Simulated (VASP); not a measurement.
Input of a VASP 6.6.1 run:

File INCAR:

```
SYSTEM = C
  PREC = Accurate
  ENCUT = 600
  EDIFF = 1E-6
  ISMEAR = 0
  SIGMA = 0.1
  LREAL = .FALSE.
  LASPH = .TRUE.
  NELM = 100
  ALGO = Normal
  ISIF = 3
  LWAVE = .FALSE.
  LCHARG = .FALSE.
  GGA = PE
  IBRION = 2
  NSW = 100
  EDIFFG = -0.01
```

The input KPOINTS:

```
regular mesh
0
G
  32 32 32
  0 0 0
```

Contents of POSCAR:

```
C
1.0
   -1.1746702863      1.1746702863      1.1746702863
    1.1746702863     -1.1746702863      1.1746702863
    1.1746702863      1.1746702863     -1.1746702863
C
1
Direct
    0.0000000000      0.0000000000      0.0000000000
```

Potentials or basis: VASP PAW PBE potentials, release 64 (C).

Command:

```bash
$ cat potpaw_PBE.64/C/POTCAR > POTCAR
$ mpirun -np 1 vasp_std > vasp.out
```

(1) What does it give for the space group after relaxing (to 0.05 Å)?

(2) What does it give for the relaxed volume?

## Answers

(1) Im-3m (No. 229).

(2) 6.68 Å³/atom.
